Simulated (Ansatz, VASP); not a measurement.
**TiNb (Nb-Ti stack, (100) layers) in two plane-wave programs**

Aim: how closely do two programs agree when they are given the same cell, functional and k mesh? Of the first pair: The structure shown is the start of the Ansatz relaxation below; VASP solves that cell, so the two are compared at the walk's first step.

Method: plane waves, with VASP 6.6.1 beside it; PBEsol, in Ansatz 0.2.0.

## (1) The starting structure

The cell holds 2 atoms: 1 Nb and 1 Ti. Cell: a = 2.923 Å, b = 2.923 Å, c = 27.933 Å, α = 90.0°, β = 90.0°, γ = 90.0°. It derives from TiNb. Vacuum lies along c. The height across the vacuum is the one that the program set for its solve, not the one typed.

## (2) Ansatz: relaxation, PBEsol

Ansatz runs on its default PAW (the set named soft_2) files.

The two programs are compared at the cell with which this relaxation starts, whose forces are those of its first step.

Input file input.yaml:

```yaml
crystal:
  lattice:
    - [2.92265, 0.0, 0.0]
    - [0.0, 2.92265, 0.0]
    - [0.0, 0.0, 13.06663]
  atoms:
    - { symbol: Nb, position: [0.0, 0.0, 0.4209196] }
    - { symbol: Ti, position: [0.5, 0.5, 0.5790804] }
  periodic: [true, true, false]
kpoints:
  mp_grid: { grid: [6, 6, 1] }
hamiltonian:
  xc: pbesol
scf:
  occupations: { method: gaussian, width: 0.1 }
output:
  forces: true
  stress: true
  eigenvalues: true
relax:
  adjacent_minimum: "off"
  f_tol: 0.05
  max_steps: 80
  cell: { stress_2d_tol: 0.02 }
```

Run with:

```console
$ ansatz run input.yaml --threads 4 --pin off --max-ram 16384MiB --backend cpu --events-out ev --progress --plain --runs-dir out
```

Numbers of over 12 decimals in the logs are rounded to 6 here.

The log of the run:

```text
Warning: crystal.periodic: the lattice vector that does not repeat stood 0.000° off the slab's normal, 13.067 Å along it as the deck builds it. The run solves the slab on a vector along the normal, 27.933 Å long, with every atom where it was (on the deck's vector they left 11.00 Å outside them, and the widest stretch free of ions among them is 2.07 Å). A fractional position that the run reports is one of the run's ce [...]
The last accepted step is kept in <dir> (removed where the run ends without a failure and the disk answers)
crystal.periodic: the lattice vector that does not repeat stood 0.000° off the slab's normal, 13.067 Å along it as the deck builds it. The run solves the slab on a vector along the normal, 27.933 Å long, with every atom where it was (on the deck's vector they left 11.00 Å outside them, and the widest stretch free of ions among them is 2.07 Å). A fractional position that the run reports is one of the run's cell, which [...]
Engine: ansatz 0.2.0, aarch64-unknown-linux-gnu
Pseudopotentials: kind: paw
Pseudopotential: Nb, paw, valence charge 13, recommended cutoff 420 eV (normal), Nb.paw.azcp
Pseudopotential: Ti, paw, valence charge 12, recommended cutoff 420 eV (normal), Ti.paw.azcp
Functional definition: PBEsol
  exchange = pbesol_x
  correlation = pbesol_c
Crystal: 2 atoms, lattice volume = 238.603 Å³
Basis set: ecut = 420 eV, 4593 PW (Γ), exchange–correlation on 40×40×384 points (8 copies of the dense FFT grid, shifted against one another)
Bands: 17, of which v1, the nominal top of the filled ones, is band 13 counted from 1 (12 counted from 0)
Symmetry: 8 space group operations
Space group: P4mm (ITA 99), of the structure as read, at distance tolerance 6.2e-5 Å
k-points: 10 of 36
Non-local potential: Nb, projectors of the file, l = 0: 3, l = 1: 2, l = 2: 2, l = 3: 1
Non-local potential: Ti, projectors of the file, l = 0: 3, l = 1: 2, l = 2: 3, l = 3: 1
PAW form: soft (Blöchl's): semilocal exchange-correlation on the pseudo side does not see the compensation charge
PAW frozen core: Nb, regenerated for the run's functional, and the local potential with it (the file was generated under x = pbe(κ = 0.804, μ = 0.219515), c = pbe(β = 0.066725))
PAW frozen core: Ti, regenerated for the run's functional, and the local potential with it (the file was generated under x = pbe(κ = 0.804, μ = 0.219515), c = pbe(β = 0.066725))
PAW one-centre angular grid: Nb, 590 points (default); XC on 64 Gauss nodes
PAW one-centre angular grid: Ti, 590 points (default); XC on 64 Gauss nodes
Initial density: superposition of atomic densities (neutral atoms: chi_scale 0, normalization atom), corrected by the library's trained network
Initial wavefunctions: pseudopotential atomic-orbital guess
Functional: x = pbesol(κ = 0.804, μ = 0.123457), c = pbesol(β = 0.046)
SCF iter   1: F=—  HF=-6966.849969 eV  |F-HF|=—  |Δ(HF+E_count)|=         —  Δρ=5.43e-3  dr2=5.80e-1  ethr=1.77e-3  ⟨swp⟩=9.5  Hψ=1214  notcnv=0
[...]
relax step   5: F+E_penalty+E_count = -6967.35367216 eV  Δ(F+E_penalty+E_count) = -2.255e-3 eV  max|allowed force component| = 7.280e-2 eV/Å  Δτ_max = 0.0026 Å  P = +0.176 N/m  Ω = 193.831 Å³  energy of the carried Pulay correction = +5.938e-4 eV  fix = [c, alpha, beta]  reactions: c +0.000 N/m  (6 SCF iters, dr2 threshold 2.00e-7 eV, accepted)
[...]
relax step   6: F+E_penalty+E_count = -6967.35428721 eV  Δ(F+E_penalty+E_count) = -6.150e-4 eV  max|allowed force component| = 1.795e-2 eV/Å  Δτ_max = 0.0081 Å  P = +0.039 N/m  Ω = 194.578 Å³  energy of the carried Pulay correction = +5.829e-4 eV  fix = [c, alpha, beta]  reactions: c +0.000 N/m  (6 SCF iters, dr2 threshold 2.00e-7 eV, accepted)
[...]
relax step   7: F+E_penalty+E_count = -6967.35430956 eV  Δ(F+E_penalty+E_count) = -2.234e-5 eV  max|allowed force component| = 4.830e-4 eV/Å  Δτ_max = 0.0013 Å  P = -0.002 N/m  Ω = 194.591 Å³  energy of the carried Pulay correction = +5.827e-4 eV  fix = [c, alpha, beta]  reactions: c -0.000 N/m  (6 SCF iters, dr2 threshold 2.59e-9 eV, accepted)
[...]
relax step   8: F+E_penalty+E_count = -6967.35366416 eV  Δ(F+E_penalty+E_count) = +6.454e-4 eV  max|allowed force component| = 2.416e-4 eV/Å  Δτ_max = 0.0000 Å  P = +0.000 N/m  Ω = 194.591 Å³  fix = [c, alpha, beta]  reactions: c +0.000 N/m  stress off target by 2.41e-4 N/m on what of the cell is left free  SCF on the basis re-selected at this cell (its energy is not comparable with the rows above)  (9 SCF iters)
basis re-selected at this cell: Δ(F+E_penalty+E_count) = +6.454e-4 eV, ΔP = +0.003 N/m vs the last step (what re-selecting the basis moved, of the pressure what is left beyond the Pulay correction that the steps carried, after the strain that the cell walked since its last selection, with what the two solves' SCF thresholds leave and, on support functions, any second-order correction that the steps lacked; it is no measure of the basis error at this ecutwfc). The dense FFT grid was sized anew with the basis: this SCF ran on 18×18×192 points, the steps before it on 20×20×192, so part of this shift can come from that change (see relax.cell in the input reference). [rest of the remark cut]
SCF converged after 9 iterations
Free energy (F): -6967.353664 eV
Harris-Foulkes:  -6967.353664 eV  (|F-HF|=2.55e-11)
Internal energy: -6967.334693 eV  (E = F + TS)
E sigma→0 (E₀):  -6967.344179 eV
Entropy (-TS):   -0.018971 eV (-9.486 meV/atom)
Fermi energy:    -4.421437 eV
--- Per-component energies (eV) ---
  E_band       = -728.934147
  E_kinetic    = 670.363896
  E_local      = -47261.036528  (includes V_loc(G=0)·N_el)
  E_nonlocal   = 134.576034
  E_hartree    = 23171.010163
  E_xc         = -270.380564
  E_vxc        = -332.979629  (∫ρ·V_xc dr)
  E_paw        = -4041.861395  (= ΣΔE_a)
  E_vpaw       = -281.878506  (= ΣTr[D̂ρ^β])
  E_aug_tail   = 0.000117  (compensation charges beyond the density's cutoff)
  E_ewald      = 20629.665491
  E_core_change = 0.328093  (= ΣΔE_core)
  E_smearing   = -0.018971  (= −TS)
  E_closure    = 0.000000  (closes the sum)
  Σ components = -6967.353664   (vs F -6967.353664, Δ=0.00e0)
--- Forces (eV/Å), atoms counted from 1 ---
  atom   1  Nb    -0.00000000     0.00000000     0.00024184
  atom   2  Ti     0.00000000    -0.00000000    -0.00024146
  max |Σ_I F_I| component: 3.79e-7 eV/Å
--- 2D stress c σ (N/m, compression-positive) ---
        0.000241       0.000000       0.000000
        0.000000       0.000241       0.000000
        0.000000       0.000000       0.000000
  P = ½ c Tr σ = 0.0002 N/m
--- Band table (eV; the first three rows and the last of 10) ---
  k-point 0: bands = [... 9 lower, -8.2750, -7.5126, -5.4036, -5.2841, -4.3806, -3.2321, -2.4582, -2.4582]
  k-point 1: bands = [... 9 lower, -7.6899, -6.5373, -5.4006, -4.9676, -4.1944, -3.8354, -2.6953, -2.3472]
  k-point 2: bands = [... 9 lower, -7.0819, -5.9108, -5.0754, -4.3952, -4.1230, -2.4233, -2.2425, -2.1125]
  k-point 9: bands = [... 9 lower, -7.0920, -6.4750, -6.4750, -2.9384, -2.9384, -1.9025, -1.1759, 0.5296]
--- Relaxed structure (7 steps of the walk, 7 accepted, 1 SCFs on fresh bases) ---
  F+E_penalty+E_count = -6967.35366416 eV   max|allowed force component| = 2.416e-4 eV/Å   (the final SCF, on the basis selected at the relaxed cell)
  cell:  # Å, volume = 194.5911 Å³
    - [2.639373, 0.0, 0]
    - [0.0, 2.639373, 0.0]
    - [0, 0.0, 27.933257]
  atoms:
    - { symbol: Nb, position: [0, 0.0, 0.195331] }
    - { symbol: Ti, position: [0.5, 0.5, 0.272449] }
```

## (3) VASP: single point, PBEsol, start cell, pair 1

The same cell, functional, mesh and smearing now go to VASP, with its own data sets.

Lines of VASP's logs that name or quote its potential files are left out, and so is its time.

Input file INCAR:

```
SYSTEM = TiNb
PREC = Accurate
ENCUT = 400
EDIFF = 1E-06
NELM = 120
ISMEAR = 0
SIGMA = 0.1
LREAL = .FALSE.
ALGO = Normal
GGA = PS
NBANDS = 18
LASPH = .TRUE.
LORBIT = 11
LWAVE = .FALSE.
LCHARG = .FALSE.
ISIF = 2
LDIPOL = .TRUE.
IDIPOL = 3
DIPOL = 0.5 0.5 0.234
LVHAR = .TRUE.
GGA_COMPAT = .FALSE.
NELMDL = -8
KPAR = 2
```

Input file POSCAR:

```
TiNb
1.0
    2.9226500000      0.0000000000      0.0000000000
    0.0000000000      2.9226500000      0.0000000000
    0.0000000000      0.0000000000     27.9332570000
Nb Ti
1 1
Direct
    0.0000000000      0.0000000000      0.1968979486
    0.5000000000      0.5000000000      0.2708824467
```

Input file KPOINTS:

```
Automatic mesh
0
Gamma
6 6 1
0 0 0
```

PAW data sets: Nb_sv and Ti_sv (PBE family, release 64).

Run with:

```console
$ mpirun -np 2 vasp_std
```

The log of the run:

```text
[banner, memory and clock lines left out]
running    2 mpi-ranks, on    1 nodes
 distrk:  each k-point on    1 cores,    2 groups
 distr:  one band on    1 cores,    1 groups

 POSCAR found type information on POSCAR NbTi
 POSCAR found :  2 types and       2 ions
|                                                                             |
|               ----> ADVICE to this user running VASP <----                  |
|                                                                             |
|     You enforced a specific xc type in the INCAR file but a different       |
|     [... a line on the potential file left out ...]
|     I HOPE YOU KNOW WHAT YOU ARE DOING!                                     |
|                                                                             |

 LDA part: xc-table for (Slater+PW92), standard interpolation
 POSCAR, INCAR and KPOINTS ok, starting setup
 FFT: planning ... GRIDC
 FFT: planning ... GRID_SOFT
 FFT: planning ... GRID
 WAVECAR not read
 entering main loop
       N       E                     dE             d eps       ncg     rms          rms(c)
DAV:   1     0.188177204921E+03    0.18818E+03   -0.11928E+04   480   0.907E+02
DAV:   2     0.481529494128E+01   -0.18336E+03   -0.18170E+03   512   0.315E+02
DAV:   3    -0.182666957130E+02   -0.23082E+02   -0.22820E+02   684   0.866E+01
DAV:   4    -0.195686658552E+02   -0.13020E+01   -0.12959E+01   520   0.226E+01
DAV:   5    -0.196527978827E+02   -0.84132E-01   -0.84092E-01   590   0.443E+00
DAV:   6    -0.196537069636E+02   -0.90908E-03   -0.90885E-03   498   0.630E-01
DAV:   7    -0.196537358213E+02   -0.28858E-04   -0.28857E-04   582   0.104E-01
DAV:   8    -0.196537366591E+02   -0.83782E-06   -0.83788E-06   530   0.168E-02    0.109E+01
DAV:   9    -0.266085722381E+02   -0.69548E+01   -0.12310E+02   514   0.567E+01    0.206E+01
DAV:  10    -0.179727214255E+02    0.86359E+01   -0.10050E+02   538   0.356E+01    0.710E+00
DAV:  11    -0.170371061086E+02    0.93562E+00   -0.14399E+01   514   0.231E+01    0.269E+00
DAV:  12    -0.168035146603E+02    0.23359E+00   -0.10810E+00   480   0.514E+00    0.164E+00
DAV:  13    -0.167478802625E+02    0.55634E-01   -0.32939E-01   490   0.444E+00    0.108E+00
DAV:  14    -0.167387162004E+02    0.91641E-02   -0.22067E-01   606   0.193E+00    0.419E-01
[...]
DAV:  23    -0.167351999376E+02   -0.32053E-04   -0.37170E-06   310   0.134E-02    0.191E-03
DAV:  24    -0.167352282072E+02   -0.28270E-04   -0.19285E-06   274   0.553E-03    0.194E-03
DAV:  25    -0.167352400912E+02   -0.11884E-04   -0.12612E-06   268   0.744E-03    0.664E-04
DAV:  26    -0.167352496102E+02   -0.95190E-05   -0.31796E-07   226   0.309E-03    0.829E-04
DAV:  27    -0.167352538081E+02   -0.41979E-05   -0.19074E-07   234   0.279E-03    0.599E-04
DAV:  28    -0.167352559108E+02   -0.21026E-05   -0.70144E-08   210   0.151E-03    0.393E-04
DAV:  29    -0.167352574433E+02   -0.15326E-05   -0.10306E-07   220   0.163E-03    0.231E-04
DAV:  30    -0.167352577939E+02   -0.35054E-06   -0.22134E-08   190   0.880E-04
   1 F= -.16735258E+02 E0= -.16720834E+02  d E =-.288470E-01
```

From OUTCAR (step 3):

```text
ion  position               nearest neighbor table
   1  0.000  0.000  0.197-   2 2.92   2 2.92   2 2.92   2 2.92
   2  0.500  0.500  0.271-   1 2.92   1 2.92   1 2.92   1 2.92

  LATTYP: Found a simple tetragonal cell.
 ALAT       =     2.9226500000
 C/A-ratio  =     9.5575101363

 Subroutine GETGRP returns: Found  8 space group operations
 (whereof  8 operations were pure point group operations)

The static configuration has the point symmetry C_4v.

 Found     10 irreducible k-points:

   k-points           NKPTS =     10   k-points in BZ     NKDIM =     10   number of bands    NBANDS=     18

   dimension x,y,z NGX =    20 NGY =   20 NGZ =  192
   dimension x,y,z NGXF=    40 NGYF=   40 NGZF=  384

   ENCUT  =  400.0 eV  29.40 Ry    5.42 a.u.   4.77  4.77 45.55*2*pi/ulx,y,z

   NELECT =      25.0000    total number of electrons

 k-points in reciprocal lattice and weights: Automatic mesh
   0.00000000  0.00000000  0.00000000       0.028
   0.16666667  0.00000000  0.00000000       0.111
   0.33333333  0.00000000  0.00000000       0.111
   0.50000000  0.00000000  0.00000000       0.056
   0.16666667  0.16666667  0.00000000       0.111
   0.33333333  0.16666667  0.00000000       0.222
   0.50000000  0.16666667  0.00000000       0.111
   0.33333333  0.33333333  0.00000000       0.111
   0.50000000  0.33333333  0.00000000       0.111
   0.50000000  0.50000000  0.00000000       0.028

 dipolmoment           0.000000      0.000000     -0.016004 electrons x Angstroem

 average (electrostatic) potential at core
       1 -90.5542       2 -82.9567

 E-fermi :  -2.0055

 k-point     1 :       0.0000    0.0000    0.0000
  band No.  band energies     occupation
    ...
      9      -7.0105      2.00000
     10      -5.3370      2.00000
     11      -4.4052      2.00000
     12      -2.5860      2.00000
     13      -2.4689      2.00000
     14      -1.6977      0.00001
     15      -0.9821      0.00000
     16      -0.9821      0.00000
     17      -0.2737      0.00000
     18       0.4590      0.00000

 k-point     2 :       0.1667    0.0000    0.0000
  band No.  band energies     occupation
    ...
      9      -6.4126      2.00000
     10      -4.8738      2.00000
     11      -3.9055      2.00000
     12      -2.7050      2.00000
     13      -2.2755      1.99987
     14      -1.5661      0.00000
     15      -0.9890      0.00000
     16      -0.9343      0.00000
     17      -0.8656      0.00000
     18      -0.0518      0.00000

 k-point     3 :       0.3333    0.0000    0.0000
  band No.  band energies     occupation
    ...
      9      -5.1795      2.00000
     10      -4.3976      2.00000
     11      -3.1069      2.00000
     12      -2.3894      2.00000
     13      -2.1782      1.98541
     14      -1.7634      0.00062
     15      -1.0148      0.00000
     16      -0.7789      0.00000
     17      -0.2548      0.00000
     18      -0.0895      0.00000

  Total       -5.6394163     -5.6394163     -2.3172932      0.0000000      0.0000000      0.0000000
  in kB      -37.8677534    -37.8677534    -15.5602428      0.0000000      0.0000000      0.0000000
  external PRESSURE =     -30.4319166 kB  Pullay stress =       0.0000000 kB

  energy-cutoff  :      400.00
  volume of cell :      238.60
      direct lattice vectors                 reciprocal lattice vectors
     2.922650000  0.000000000  0.000000000     0.342155236  0.000000000  0.000000000
     0.000000000  2.922650000  0.000000000     0.000000000  0.342155236  0.000000000
     0.000000000  0.000000000 27.933257000     0.000000000  0.000000000  0.035799621

 POSITION                                       TOTAL-FORCE (eV/Angst)
 -----------------------------------------------------------------------------------
      0.00000      0.00000      5.50000         0.000000      0.000000      1.041583
      1.46132      1.46132      7.56663         0.000000      0.000000     -1.041583
 -----------------------------------------------------------------------------------
    total drift:                               -0.000000      0.000000     -0.000226

  FREE ENERGIE OF THE ION-ELECTRON SYSTEM (eV)
  ---------------------------------------------------
  free  energy   TOTEN  =       -16.7352577939 eV

  energy  without entropy=      -16.7064107565  energy(sigma->0) =      -16.72083428

 vacuum level on the upper side and lower side of the slab         2.070         2.409

 total charge
# of ion       s       p       d       tot
------------------------------------------
    1        2.214   5.949   2.455  10.618
    2        2.226   6.070   1.869  10.165
--------------------------------------------------
tot          4.440  12.019   4.324  20.782

[... 3 further parts left out ...]
```

The run ends at a pressure of -3.04 GPa, with forces up to 1.0 eV/Å.

## (4) Differences

Known differences besides the potentials themselves: Ansatz cuts the interaction across the vacuum, VASP repeats the sheet with a dipole correction (LDIPOL); the cutoff is 420 eV in Ansatz and 400 eV in VASP; Ansatz makes its cores anew for this functional, VASP keeps those of its PBE data sets. Total energies have different zeros and are not compared.

Forces (eV/Å; atoms numbered as in POSCAR):

```csv
atom,"Ansatz x, y, z","VASP x, y, z"
Nb1,"0.000, 0.000, 1.036","0.000, 0.000, 1.042"
Ti2,"0.000, 0.000, -1.036","0.000, 0.000, -1.042"
```

The forces differ by 3.0 meV/Å r.m.s., which is 0.5 % of the r.m.s. force of 0.601 eV/Å (both taken over all components). Where the cell holds vacuum, a pressure given here is an average over it and none of the material.

## (5) Ansatz: relaxation, PBEsol

This run makes the geometry at which the two programs are then compared.

The structure compared here is the end of the Ansatz relaxation.

This is the run of step 2 again, met here at its other cell.

## (6) VASP: single point, PBEsol, relaxed cell, pair 2

The same cell, functional, mesh and smearing now go to VASP, with its own data sets.

INCAR is that of step 3.

Input file POSCAR:

```
TiNb
1.0
    2.6393728568      0.0000000000      0.0000000000
    0.0000000000      2.6393728568      0.0000000000
    0.0000000000      0.0000000000     27.9332573082
Nb Ti
1 1
Direct
    0.0000000000      0.0000000000      0.1953309038
    0.5000000000      0.5000000000      0.2724494863
```

KPOINTS is that of step 3.

Run with:

```console
$ mpirun -np 2 vasp_std
```

The log of the run:

```text
[banner, memory and clock lines left out]
running    2 mpi-ranks, on    1 nodes
[...]
[... a notice as in an earlier step ...]

 LDA part: xc-table for (Slater+PW92), standard interpolation
 POSCAR, INCAR and KPOINTS ok, starting setup
[...]
entering main loop
       N       E                     dE             d eps       ncg     rms          rms(c)
DAV:   1     0.198421617357E+03    0.19842E+03   -0.12301E+04   488   0.928E+02
DAV:   2     0.566303734066E+01   -0.19276E+03   -0.19024E+03   490   0.332E+02
DAV:   3    -0.183466153253E+02   -0.24010E+02   -0.23517E+02   684   0.911E+01
DAV:   4    -0.198357713862E+02   -0.14892E+01   -0.14789E+01   468   0.245E+01
[...]
DAV:  27    -0.172864660662E+02   -0.39039E-05   -0.10285E-07   232   0.207E-03    0.447E-04
DAV:  28    -0.172864700844E+02   -0.40182E-05   -0.28997E-07   240   0.206E-03    0.466E-04
DAV:  29    -0.172864706064E+02   -0.52200E-06   -0.27787E-08   208   0.129E-03
   1 F= -.17286471E+02 E0= -.17276993E+02  d E =-.189559E-01
```

(Continued in part 2 of 2.)

[Lines on the potential files, build, host, timing and source positions are cut from VASP's logs without a mark.]

[Logs are printed without paths, hosts, clocks, repeated set-up lines and the standing remarks that a program may print on its own settings, such as how far it seeks lower states.]

[Hosts, paths, dates, database ids (printed as entryN), source tags and the programs' standing remarks are cut or masked in the printed files.]
